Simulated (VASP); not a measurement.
**TePt: relaxation of cell and atoms with rev-vdW-DF2**

Crystal: TePt.

```xyz
4
Lattice="1.9932 1.1508 6.7299 -1.9932 1.1508 6.7299 0.0000 -2.3016 6.7299" Properties=species:S:1:pos:R:3 pbc="T T T"
Te    0.0000    0.0000   12.0850
Te    0.0000    0.0000    8.1048
Pt    0.0000    0.0000   17.5617
Pt    0.0000    0.0000    2.6281
```

| Property | Result |
| --- | --- |
| Program | VASP 6.6.1 |
| Task | relaxation of cell and atoms |
| Functional | rev-vdW-DF2 |
| Potentials or basis | VASP PAW PBE potentials, release 64 (Te, Pt) |
| Cutoff | 600 eV |
| k mesh | 11 × 11 × 11 |
| Occupations | methfessel-paxton, width 0.1 eV |
| Spin | no spin polarisation |
| Further INCAR settings | ALGO = Normal; EDIFF = 1e-07; IBRION = 2; EDIFFG = -0.005; NSW = 90; ISIF = 3 |

```yaml
Relaxed_volume: 23.15 Å³/atom
Relaxed_cell: a = 7.113 Å, b = 7.113 Å, c = 7.113 Å, α = 32.54°, β = 32.54°, γ = 32.54°
Space_group_after_relaxing_to_0.05_Å: R-3m (No. 166)
Energy_gained_by_relaxing: 0.0 meV/atom
Ionic_steps: 4
Pressure_after_relaxing: 0.0 GPa
Band_gap_on_the_k_mesh: none (metal or under the smearing width)
```

Forces on the atoms (eV/Å):
```
Te   0.000  0.000 -0.001
Te   0.000  0.000  0.001
Pt   0.000  0.000  0.003
Pt   0.000  0.000 -0.003
```

Final structure:
```cif
data_structure
_symmetry_space_group_name_H-M 'P 1'
_symmetry_Int_Tables_number 1
_cell_length_a 7.1126
_cell_length_b 7.1126
_cell_length_c 7.1126
_cell_angle_alpha 32.544
_cell_angle_beta 32.544
_cell_angle_gamma 32.544
_cell_volume 92.60
loop_
_atom_site_label
_atom_site_type_symbol
_atom_site_fract_x
_atom_site_fract_y
_atom_site_fract_z
_atom_site_occupancy
Te1 Te 0.59856 0.59856 0.59856 1
Te2 Te 0.40144 0.40144 0.40144 1
Pt1 Pt 0.86984 0.86984 0.86984 1
Pt2 Pt 0.13016 0.13016 0.13016 1
```

Levels at points of the mesh, in eV from the Fermi level:
| k point | band 12 | band 13 | band 14 | band 15 | band 16 | band 17 | band 18 | band 19 | band 20 |
| --- | --- | --- | --- | --- | --- | --- | --- | --- | --- |
| (0.00, 0.00, 0.00) | -1.86 | -1.67 | 0.64 | 0.64 | 0.75 | 1.14 | 2.74 | 2.74 | 4.63 |

Run time: 28 min on 2 MPI ranks on Intel(R) Xeon(R) Platinum 8559C (Emerald Rapids), on a shared host, peak memory 1.7 GiB a rank.

Caveat: the PAW data sets were made with another functional, which shifts forces and pressure a little. Spin-orbit coupling is left out, which matters for the levels of Pt, Te.
